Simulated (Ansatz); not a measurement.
Crystal: BaTiO3 (Barioperovskite).

```
CELL_PARAMETERS angstrom
3.98550 0.00000 0.00000
0.00000 2.83690 2.84515
0.00000 -2.83690 2.84515
ATOMIC_POSITIONS crystal
Ba 0.00000 0.00000 0.00000
Ti 0.50000 0.51240 0.51240
O 0.50000 0.99184 0.50524
O 0.50000 0.50524 0.99184
O 0.00000 0.48740 0.48740
```

Base run:

```yaml
Program: Ansatz 0.2.0
Functional: HSE06
Potentials_or_basis: Ansatz PAW
Cutoff: "420 eV (not typed: the program's choice for these potentials)"
k_mesh: 6 × 6 × 6
Occupations: fermi-dirac, width 0.05 eV
Spin: no spin polarisation
```

Its results: band gap on the k mesh 3.32 eV, indirect (least direct gap 3.48 eV); pressure -3.1 GPa; largest force 0.404 eV/Å.

Question: The run is repeated on the same cell with these changes: functional from HSE06 to PBE0. What comes out?

Answer: Band gap on the k mesh 4.06 eV, indirect (least direct gap 4.21 eV); pressure -3.2 GPa; largest force 0.410 eV/Å.

Caveats: spin-orbit coupling is left out, which moves the levels of the heavy elements; the PAW data sets come from PBE, with cores solved anew for the run's functional, which leaves a small shift of forces and pressure; the thresholds are loose for stress.
